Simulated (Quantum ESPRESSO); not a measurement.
# TePb: zone-centre phonons under several settings

```
Pb Te
1.0
     0.00000    3.23100    3.23100
     3.23100    0.00000    3.23100
     3.23100    3.23100    0.00000
Pb Te
1 1
Direct
  0.00000 0.00000 0.00000
  0.50000 0.50000 0.50000
```

All runs used Quantum ESPRESSO 7.5; k mesh 2 × 2 × 2, shifted; relaxed cell; no spin polarisation; cutoff 612 eV; occupations smeared at first, fixed for the response.

```tsv
level	potentials	volume (Å³/atom)	lowest optical mode without the field (cm⁻¹)
LDA	GBRV 1.5 LDA	31.13	97
PBE	GBRV 1.5 PBE	33.77	84
WC	GBRV 1.5 PBE	32.10	94
BLYP	GBRV 1.5 PBE	36.47	71
RPBE	GBRV 1.5 PBE	34.95	77
vdW-DF-cx	GBRV 1.5 PBE	?	?
```

Question: What stands in the row left open?

Answer: Volume 32.28 Å³/atom; lowest optical mode without the field 95 cm⁻¹.

Caveats: all runs use coarse meshes; the potentials were made for another functional, which shifts forces and pressure (some runs).

For the row left open. Caveat: the k mesh is coarse (spacing up to 0.84 Å⁻¹), so the values aren't converged; the potentials were made for another functional, which shifts forces and pressure.
